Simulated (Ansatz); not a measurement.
## Sb in Ansatz: convergence with n extra bands

Crystal: Sb.

```
CELL_PARAMETERS angstrom
-1.87134 1.87134 1.87134
1.87134 -1.87134 1.87134
1.87134 1.87134 -1.87134
ATOMIC_POSITIONS crystal
Sb 0.00000 0.00000 0.00000
```

This isn't the form of Sb at room conditions, which is rhombohedral.

| Property | Result |
| --- | --- |
| Program | Ansatz 0.2.0 |
| Task | convergence study |
| Functional | r2SCAN |
| Potentials or basis | PseudoDojo standard (PBE files) |
| Cutoff | 1088 eV |
| Density cutoff | 4354 eV |
| k mesh | 8 × 8 × 8 |
| Occupations | fermi-dirac, width 0.05 eV |
| Spin | no spin polarisation |

These are the settings of the first run; the series varies n extra bands, with any setting tied to it.

Hardware: 2 threads of Arm Neoverse V1, on a shared host.

| n extra bands | energy less the tightest run, at zero smearing (meV/atom) | SCF cycles | CPU time (s) | peak memory (GiB) |
| --- | --- | --- | --- | --- |
| 1 | 0.00 | 5 | 4.5 | 0.42 |
| 2 | 0.00 | 5 | 4 | 0.42 |
| 4 | 0.00 | 6 | 5 | 0.42 |
| 8 | 0.00 | 6 | 5.2 | 0.42 |
| 16 | 0.00 | 6 | 6.6 | 0.43 |
| 32 | 0.00 | 6 | 9.3 | 0.45 |

Against the tightest run, the energy stays within 1 meV/atom from 1 on. The tightest run that finished is the yardstick and may itself not be fully converged.

Caveat, for the tightest run too: the meta-GGA runs on potentials made for a GGA. Spin-orbit coupling is left out, which matters for the levels of Sb.
